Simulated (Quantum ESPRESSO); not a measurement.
Runs of Quantum ESPRESSO 7.5 on FeO (Wuestite). The structure is cubic, space group Fm-3m (No. 225). Conventional cell: a = 4.311 Å, b = 4.311 Å, c = 4.311 Å, α = 90.00°, β = 90.00°, γ = 90.00°. Fe (site symmetry m-3m) has 6 O at 2.16 Å as nearest neighbours. Around O (site symmetry m-3m) lie 6 Fe at 2.16 Å. 

```tsv
potentials or basis	cutoff (eV)	gap on the mesh (eV)	pressure (GPa)	moment (μB)
PseudoDojo 0.4 SR PBE stringent	1605	none	-0.9	4.00
SPMS 1.0 PBE	1197	none	-0.4	4.00
PseudoDojo 0.5 SR PBE standard	1225	none	(a)	4.00
PseudoDojo 0.5 SR PBE stringent	1605	none	-0.9	4.00
SSSP 1.3 efficiency PBE	871	none	-1.2	4.00
```

Alike in all rows: task band structure; level PBE; spin collinear, ferromagnetic start; cell as given; k mesh 11 × 11 × 11; smearing fermi-dirac 0.05 eV.

Q: Fill in the values left out.

A: (a) -1.0.

Caveats: a cell with one magnetic atom can't hold antiferromagnetic order, which such compounds often take; semilocal functionals often make such compounds metallic where correlation or magnetic order opens a gap, which also shifts bond lengths.

A gap of «none» marks a metal or a gap under the smearing width.
